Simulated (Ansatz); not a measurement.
# GaSb: the cost of one run

Computed with Ansatz 0.2.0 (DFT HSE06, scalar-relativistic, plane waves, PAW, unless a step's input says otherwise).

## Step 1: The starting structure

It takes space group Fm-3m (No. 225, cubic). Conventional cell: a = 5.640 Å, b = 5.640 Å, c = 5.640 Å, α = 90.00°, β = 90.00°, γ = 90.00°. Around Ga (site symmetry m-3m) lie 6 Sb at 2.82 Å. Sb (site symmetry m-3m) has 6 Ga at 2.82 Å in its first shell of neighbours.

Coordinates:

```cif
data_structure
_symmetry_space_group_name_H-M 'Fm-3m'
_symmetry_Int_Tables_number 225
_cell_length_a 5.6400
_cell_length_b 5.6400
_cell_length_c 5.6400
_cell_angle_alpha 90.000
_cell_angle_beta 90.000
_cell_angle_gamma 90.000
_cell_volume 179.41
loop_
_atom_site_label
_atom_site_type_symbol
_atom_site_symmetry_multiplicity
_atom_site_Wyckoff_symbol
_atom_site_fract_x
_atom_site_fract_y
_atom_site_fract_z
_atom_site_occupancy
Ga1 Ga 4 a 0.00000 0.00000 0.00000 1
Sb1 Sb 4 b 0.50000 0.00000 0.00000 1
```

The cell was made up by rule, so the compound may not exist in this form.

This is a trial structure, the rocksalt prototype, and another one may lie lower.

## Step 2: Seeking zero pressure, try 1

Input file input.yaml:

```yaml
crystal:
  lattice:
    - [0.0, 2.82, 2.82]
    - [2.82, 0.0, 2.82]
    - [2.82, 2.82, 0.0]
  atoms:
    - { symbol: Ga, position: [0.0, 0.0, 0.0] }
    - { symbol: Sb, position: [0.5, 0.5, 0.5] }
basis:
  ecutwfc: 420
kpoints:
  mp_grid: { grid: [6, 6, 6] }
hamiltonian:
  xc: hse06
scf:
  occupations: { method: gaussian, width: 0.05 }
output:
  forces: true
  stress: true
  eigenvalues: true
```

Run with:

```bash
> ansatz run input.yaml --threads 4 --pin off --max-ram 12288MiB --backend cpu --events-out ev --progress --plain --runs-dir out
```

**Question.** How long does this run take on 4 threads of Intel Xeon Platinum 8488C (Sapphire Rapids), shared host, and how much memory does it need?

About 17 s, with a peak of 1.5 GiB.
